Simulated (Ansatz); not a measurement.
# BeTe (F-43m) in Ansatz: further runs

The runs below take BeTe through band structure, with HSE06, PBEsol0, r2SCAN50, HF.

All numbers are computed with Ansatz 0.2.0; they aren't measurements. Logs are shortened: lines on timing, memory, paths and dates and some standing lists are left out, and cuts for length are marked.

## Step 1: The crystal as given

The structure is cubic, space group F-43m (No. 216). The conventional cell has a = 5.540 Å, b = 5.540 Å, c = 5.540 Å, α = 90.00°, β = 90.00°, γ = 90.00°. Te (site symmetry -43m) has 4 Be at 2.40 Å as nearest neighbours. Be (site symmetry -43m) is surrounded by 4 Te at 2.40 Å.

## Step 2: Band structure, HSE06

Contents of input.yaml:

```yaml
crystal:
  lattice:
    - [0.0, 2.77, 2.77]
    - [2.77, 0.0, 2.77]
    - [2.77, 2.77, 0.0]
  atoms:
    - { symbol: Te, position: [0.75, 0.75, 0.75] }
    - { symbol: Be, position: [0.0, 0.0, 0.0] }
hamiltonian:
  xc: hse06
  pseudopotentials: { kind: paw }
kpoints:
  mp_grid: { grid: [4, 4, 4] }
  band_path:
    path:
      - [[0.0, 0.0, 0.0], [0.5, 0.0, 0.5], [0.5, 0.25, 0.75], [0.375, 0.375, 0.75], [0.0, 0.0, 0.0], [0.5, 0.5, 0.5], [0.625, 0.25, 0.625], [0.5, 0.25, 0.75], [0.5, 0.5, 0.5], [0.375, 0.375, 0.75]]
      - [[0.625, 0.25, 0.625], [0.5, 0.0, 0.5]]
    npoints: 4
scf:
  occupations: { method: fermi_dirac, width: 0.05 }
  n_extra_bands: 6
output:
  forces: true
  stress: true
  eigenvalues: true
  fatbands: false
  write_density: true
  write_potential: true
  elf: true
  volumetric_format: npy
```

Potentials or basis: Ansatz PAW.

Command:

```console
ansatz run input.yaml --threads 2 --pin off --max-ram 5632MiB --backend cpu --events-out ev --progress --plain --runs-dir out
```

The log of the run:

```text
Warning: output.stress: scf.convergence.dr2_threshold = 1e-7 eV (the SCF's general default) is looser than the 2e-10 eV advised for a printed stress (1e-10 eV for each atom of the cell: 2). What an SCF threshold leaves in a stress goes as its square root, and in the free energy as the threshold itself, and one threshold admits the most on a small cell: of the crystals measured, under no hybrid functional and no lock of the moments, on runs that ended without the residual-converged pass, on stresses that held no estimate of that error, the worst erred by over 100 MPa in a component at 1e-7 eV an atom and by under 5 at 1e-10. Set scf.convergence.dr2_threshold to 2e-10 eV or tighter. The threshold is an SCF's pass mark: one that does not reach it within its budget of iterations ends unconverged, or closes short of it on a stop that the run arms, and scf.convergence.dr2_threshold's page says what that costs each kind of run
Warning: output.stress: scf.exx.energy_threshold = 1e-6 eV is looser than the 2e-8 eV advised for a stress under a hybrid functional (1e-8 eV for each atom of the cell: 2). Every SCF of the exchange loop can meet its threshold on dr2 while the loop round them stops early: no threshold on dr2 bounds what that leaves in the stress. Set scf.exx.energy_threshold to 2e-8 eV or tighter. The threshold is the loop's pass mark: a loop that does not reach it within its budget of cycles ends unconverged, and scf.exx.energy_threshold's page has the law
Warning: RAYON_NUM_THREADS=2 ignored (pool sized by the plan → 2); use --threads N
scf.n_extra_bands = 6 over 9 filled bands (N_el = 18.0): the run solves 15 bands
Engine: ansatz 0.2.0, x86_64-unknown-linux-gnu
Pseudopotentials: kind: paw
Pseudopotential: Te, paw, valence charge 16, recommended cutoff 420 eV (normal), Te.paw.azcp
Pseudopotential: Be, paw, valence charge 2, recommended cutoff 420 eV (normal), Be.paw.azcp
Functional definition: HSE06
  parameter a = 0.25
  parameter omega = 0.11/bohr
  exchange = pbe_x - a*pbe_x_sr(omega) + a*exact_x_sr(omega)
  correlation = pbe_c
Crystal: 2 atoms, lattice volume = 42.508 Å³
Basis set: ecut = 420 eV, 869 PW (Γ), exchange–correlation on 54×54×54 points (8 copies of the dense FFT grid, shifted against one another)
Bands: 15, of which v1, the nominal top of the filled ones, is band 9 counted from 1 (8 counted from 0)
Symmetry: 24 space group operations
Space group: F-43m (ITA 216), of the structure as read, at distance tolerance 3.5e-5 Å
k-points: 8 of 64 (time reversal used)
Non-local potential: Te, projectors of the file, l = 0: 2, l = 1: 2, l = 2: 2, l = 3: 2
Non-local potential: Be, projectors of the file, l = 0: 2, l = 1: 2, l = 2: 1
PAW form: soft (Blöchl's): semilocal exchange-correlation on the pseudo side does not see the compensation charge
PAW frozen core: Te, regenerated for the run's functional, and the local potential with it (the file was generated under x = pbe(κ = 0.804, μ = 0.2195149727645171), c = pbe(β = 0.06672455060314922))
PAW frozen core: Be, regenerated for the run's functional, and the local potential with it (the file was generated under x = pbe(κ = 0.804, μ = 0.2195149727645171), c = pbe(β = 0.06672455060314922))
PAW one-centre angular grid: Te, 590 points (default); XC on 64 Gauss nodes
PAW one-centre angular grid: Be, 110 points (default); XC on 64 Gauss nodes
Initial density: superposition of atomic densities (neutral atoms: chi_scale 0, normalization atom), corrected by the library's trained network
Initial wavefunctions: pseudopotential atomic-orbital guess
Functional: x = pbe(κ = 0.804, μ = 0.2195149727645171), c = pbe(β = 0.06672455060314922), warm-up for x = pbe(κ = 0.804, μ = 0.2195149727645171) + 0.25 (exact − pbe) at short range (hse, ω = 0.20786987370883472 Å⁻¹), c = pbe(β = 0.06672455060314922); HSE06 as pw.x's `hse` composes it (authors' and Libxc's form: `xc: wpbeh`)
SCF iter   1: F=—  HF=-7073.322603 eV  |F-HF|=—  |Δ(HF+E_count)|=         —  Δρ=1.05e-3  dr2=6.76e-4  ethr=1.77e-3  ⟨swp⟩=10.4  Hψ=626  notcnv=0
preconditioner: auto → none  [insulator: Δε(μ)=1.863 eV  Ē_g=12.243 eV  σ=0.050 eV  W_gap=1.00  n_scr=14 (ndim 8)  ℏωp=16.1 eV  f_vac=0.007  D(μ)=0.00/eV (n_scr^D=0)]
SCF iter   2: F=-7073.322682 eV  HF=-7073.322662 eV  |F-HF|=2.02e-5  |Δ(HF+E_count)|=   5.87e-5  Δρ=4.27e-4  dr2=7.24e-5  ethr=3.75e-6  ⟨swp⟩=4.0  Hψ=317  notcnv=0  defer=4
SCF 1 stopped early in 2 iterations: F = -7073.322682 eV  dr2 = 7.24e-5
Initial density: handed on by an earlier stage of this run
Initial wavefunctions: those handed on with the density
Functional: x = pbe(κ = 0.804, μ = 0.2195149727645171) + 0.25 (exact − pbe) at short range (hse, ω = 0.20786987370883472 Å⁻¹), c = pbe(β = 0.06672455060314922); HSE06 as pw.x's `hse` composes it (authors' and Libxc's form: `xc: wpbeh`)
Exchange kernel: α = 0.2500, screened, ω = 0.2079 Å⁻¹, Wigner–Seitz truncation, v(0) = 1023.7771 eV·Å³, q-mesh 4×4×4, nearest image of the exchange supercell L = 15.67 Å, pair-density grid 15×15×15, without the augmentation charges, whose exchange is taken in its separable form by FFT convolution over the k-point mesh (sized by the pseudopotential files, 24×24×24 at the most), smooth part of the exact exchange by density-matrix convolution
Frozen-core exchange: fock
SCF iter   1: F=—  HF=-7078.086282 eV  |F-HF|=—  |Δ(HF+E_count)|=         —  Δρ=3.26e-3  dr2=4.52e-3  ethr=4.02e-6  ⟨swp⟩=6.5  Hψ=549  notcnv=0
preconditioner: auto → none  [insulator: Δε(μ)=2.526 eV  Ē_g=13.723 eV  σ=0.050 eV  W_gap=1.00  n_scr=14 (ndim 8)  ℏωp=16.1 eV  f_vac=0.009  D(μ)=0.00/eV (n_scr^D=0)]
SCF iter   2: F=—  HF=-7078.084814 eV  |F-HF|=—  |Δ(HF+E_count)|=   1.47e-3  Δρ=1.39e-3  dr2=5.07e-4  ethr=4.02e-6  ⟨swp⟩=3.1  Hψ=267  notcnv=0
SCF iter   3: F=—  HF=-7078.086755 eV  |F-HF|=—  |Δ(HF+E_count)|=   1.94e-3  Δρ=7.58e-4  dr2=1.29e-4  ethr=2.00e-6  ⟨swp⟩=3.8  Hψ=239  notcnv=0
iter 4 solved again at ethr=5.07e-8 eV; its pass at ethr=6.95e-7 eV (dr2=9.13e-6 eV) is discarded
SCF iter   4: F=—  HF=-7078.086732 eV  |F-HF|=—  |Δ(HF+E_count)|=   2.34e-5  Δρ=2.23e-4  dr2=1.26e-5  ethr=5.07e-8  ⟨swp⟩=2.5  Hψ=425  notcnv=0  defer=2
SCF iter   5: F=-7078.086732 eV  HF=-7078.086732 eV  |F-HF|=2.05e-7  |Δ(HF+E_count)|=   3.84e-8  Δρ=1.42e-5  dr2=1.47e-6  ethr=5.05e-8  ⟨swp⟩=2.9  Hψ=209  notcnv=0
SCF 2 stopped early in 5 iterations: F = -7078.086732 eV  dr2 = 1.47e-6
hybrid outer 1: dexx = +2.171e-3 eV, tail = 4.68e-5 eV
Exchange kernel: α = 0.2500, screened, ω = 0.2079 Å⁻¹, Wigner–Seitz truncation, v(0) = 1023.7771 eV·Å³, q-mesh 4×4×4, nearest image of the exchange supercell L = 15.67 Å, pair-density grid 15×15×15, without the augmentation charges, whose exchange is taken in its separable form by FFT convolution over the k-point mesh (sized by the pseudopotential files, 24×24×24 at the most), smooth part of the exact exchange by density-matrix convolution
Frozen-core exchange: fock
SCF iter   1: F=—  HF=-7078.086866 eV  |F-HF|=—  |Δ(HF+E_count)|=         —  Δρ=4.39e-5  dr2=1.38e-6  ethr=1.30e-6  ⟨swp⟩=4.4  Hψ=292  notcnv=0
preconditioner: auto → none  [insulator: Δε(μ)=2.546 eV  Ē_g=13.718 eV  σ=0.050 eV  W_gap=1.00  n_scr=14 (ndim 8)  ℏωp=16.1 eV  f_vac=0.010  D(μ)=0.00/eV (n_scr^D=0)]
SCF iter   2: F=—  HF=-7078.086866 eV  |F-HF|=—  |Δ(HF+E_count)|=   2.32e-7  Δρ=1.15e-5  dr2=9.26e-8  ethr=6.42e-9  ⟨swp⟩=3.2  Hψ=265  notcnv=0
SCF iter   3: F=-7078.086866 eV  HF=-7078.086867 eV  |F-HF|=5.37e-9  |Δ(HF+E_count)|=   3.20e-7  Δρ=4.76e-6  dr2=9.93e-9  ethr=2.75e-10  ⟨swp⟩=4.5  Hψ=311  notcnv=0  defer=1
SCF 3 converged in 3 iterations: F = -7078.086866 eV  dr2 = 9.93e-9
  Residual-converged pass: ⟨swp⟩=3.0  Hψ=251  notcnv=0  max |occ|·‖R‖ = 2.3e-6 eV (tolerance 2.4e-6 eV)  dr2=9.91e-9  dr2_onsite=2.93e-10  max |Δocc| = 2.0e-19
hybrid outer 2: dexx = +4.187e-7 eV, tail = 2.81e-8 eV, Δε = 2.77e-3 eV (about 1.50e-4 eV left of the loop's levels)
NSCF: frozen V_eff on 42 k-points
hybrid SCF converged: 2 outer / 8 inner (+2 warm-up), last move |dexx| = 4.19e-7 eV, tail = 2.81e-8 eV
Stability not checked: this state was not tested for a lower state beside it, because the functional holds exact exchange (a hybrid, or Hartree-Fock), whose exchange loop this test does not read (fock_operator; see scf.lower_state_search)
Free energy (F): -7078.086867 eV
Frozen-core exchange: fock
Harris-Foulkes:  -7078.086867 eV  (|F-HF|=5.37e-9)
Internal energy: -7078.086867 eV  (E = F + TS)
E sigma→0 (E₀):  -7078.086867 eV
Fermi energy:    8.922431 eV
--- Per-component energies (eV) ---
  E_band       = -292.658345
  E_kinetic    = 201.246084
  E_local      = -1326.560033  (includes V_loc(G=0)·N_el)
  E_nonlocal   = -306.486115
  E_hartree    = 841.659269
  E_xc         = -116.581631
  E_vxc        = -101.087065  (∫ρ·V_xc dr)
  E_exx        = -48.111043  (= α·E_x^exact, valence–valence)
  E_paw        = -4707.148109  (= ΣΔE_a)
  E_vpaw       = -346.864850  (= ΣTr[D̂ρ^β])
  E_aug_tail   = -0.000216  (compensation charges beyond the density's cutoff)
  E_ewald      = -1615.915793
  E_core_change = -0.189276  (= ΣΔE_core)
  E_smearing   = -0.000000  (= −TS)
  E_closure    = -0.000002  (closes the sum)
  Σ components = -7078.086867   (vs F -7078.086867, Δ=0.00e0)
--- Forces (eV/Å), atoms counted from 1 ---
  atom   1  Te    -0.00000000     0.00000000     0.00000000
  atom   2  Be    -0.00000000     0.00000000     0.00000000
  max |Σ_I F_I| component: 3.50e-16 eV/Å
--- Stress (GPa, compression-positive) ---
        3.745453       0.000000      -0.000000
        0.000000       3.745453       0.000000
       -0.000000       0.000000       3.745453
  P = ⅓ Tr σ = 3.7455 GPa (37.455 kbar)
--- Band table (eV; the first three rows and the last of 8) ---
  k-point 0: bands = ["-30.9782", "-30.9782", "-30.9782", "-30.9588", "-30.9588", "-6.1891", "7.6495", "7.6495", "7.6495", "12.0831", "12.0831", "12.0831", "12.8546", "17.0729", "19.2735"]
  k-point 1: bands = ["-30.9767", "-30.9760", "-30.9760", "-30.9583", "-30.9583", "-5.5162", "3.8783", "6.8749", "6.8749", "11.9519", "13.0606", "13.0606", "16.0497", "17.8264", "17.8264"]
  k-point 2: bands = ["-30.9751", "-30.9743", "-30.9743", "-30.9574", "-30.9574", "-4.5206", "1.2104", "6.3372", "6.3372", "11.7193", "13.1129", "13.1129", "16.4471", "20.0462", "20.6425"]
  k-point 7: bands = ["-30.9751", "-30.9738", "-30.9689", "-30.9597", "-30.9565", "-3.8544", "2.3476", "3.3599", "3.9402", "13.7742", "14.0903", "14.3989", "15.0818", "20.2798", "21.0788"]
```

Wall time 1.8 min (2 threads of Intel Xeon at 2.70GHz, shared host); peak memory 0.66 GiB.

What came out:

- Free energy: -7078.0869 eV
- Pressure: 3.7 GPa
- Band gap on the k mesh: 2.55 eV, indirect (least direct gap 4.43 eV)
- Band gap along the path: 2.55 eV, indirect (least direct gap 4.43 eV)

Levels at the corners of the path, in eV from the valence-band top:
```
point  band 5  band 6  band 7  band 8  band 9  band 10  band 11  band 12  band 13  band 14
    Γ  -38.61  -13.84    0.00    0.00    0.00     4.43     4.43     4.43     5.21     9.42
    X  -38.60  -11.55   -5.93   -3.08   -3.08     2.55     3.31    11.45    11.45    13.23
    W  -38.61  -11.50   -5.30   -4.29   -3.71     6.12     6.44     6.75     7.43    12.63
    K  -38.61  -11.58   -5.51   -4.50   -2.59     3.37     6.23     9.29     9.69    10.52
    Γ  -38.61  -13.84    0.00    0.00    0.00     4.43     4.43     4.43     5.21     9.42
    L  -38.61  -12.17   -6.44   -1.31   -1.31     4.07     5.46     5.46     8.80    12.40
    U  -38.61  -11.58   -5.51   -4.50   -2.59     3.37     6.23     9.29     9.69    10.52
    W  -38.61  -11.50   -5.30   -4.29   -3.71     6.12     6.44     6.75     7.43    12.63
    L  -38.61  -12.17   -6.44   -1.31   -1.31     4.07     5.46     5.46     8.80    12.40
    K  -38.61  -11.58   -5.51   -4.50   -2.59     3.37     6.23     9.29     9.69    10.52
    U  -38.61  -11.58   -5.51   -4.50   -2.59     3.37     6.23     9.29     9.69    10.52
    X  -38.60  -11.55   -5.93   -3.08   -3.08     2.55     3.31    11.45    11.45    13.23
```

Caveat: the k mesh is coarse (spacing up to 0.49 Å⁻¹), so the values aren't converged, least of all with exact exchange; spin-orbit coupling is left out, which moves the levels of the heavy elements; the PAW data sets come from PBE, with cores solved anew for the run's functional, which leaves a small shift of forces and pressure; the thresholds are loose for stress.

(Continued in part 2 of 2.)
